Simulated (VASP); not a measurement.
Zn, 1 atom in the cell. The structure is cubic, space group Fm-3m (No. 225). Conventional cell: a = 3.930 Å, b = 3.930 Å, c = 3.930 Å, α = 90.00°, β = 90.00°, γ = 90.00°. Zn (site symmetry m-3m) has 12 Zn at 2.78 Å as nearest neighbours. This isn't the form of Zn at room conditions, which is hcp.

```yaml
Program: VASP 6.6.1
Task: single point
Functional: PBEsol
Potentials_or_basis: VASP PAW PBE potentials, release 64 (Zn)
Cutoff: 520 eV
k_mesh: 8 × 8 × 8
Occupations: gaussian, width 0.15 eV
Spin: no spin polarisation
Dipole_correction: no
Further_INCAR_settings: ALGO = Normal; EDIFF = 1e-06; NBANDS = 12
```

Potentials or basis: VASP PAW PBE potentials, release 64 (Zn).

Run with:

```sh
$ cat potpaw_PBE.64/Zn/POTCAR > POTCAR
$ mpirun -np 1 vasp_std > vasp.out
```

Hardware: 1 thread of AMD EPYC 9R45 96-Core Processor (Zen 5) (shared host).

Problem. Estimate the wall time of this run.

Solution. Wall time 4.2 s on 1 thread of AMD EPYC 9R45 96-Core Processor (Zen 5), with other jobs on the host, peak memory 0.1 GiB. Counts: scf iterations 11, k points 29.
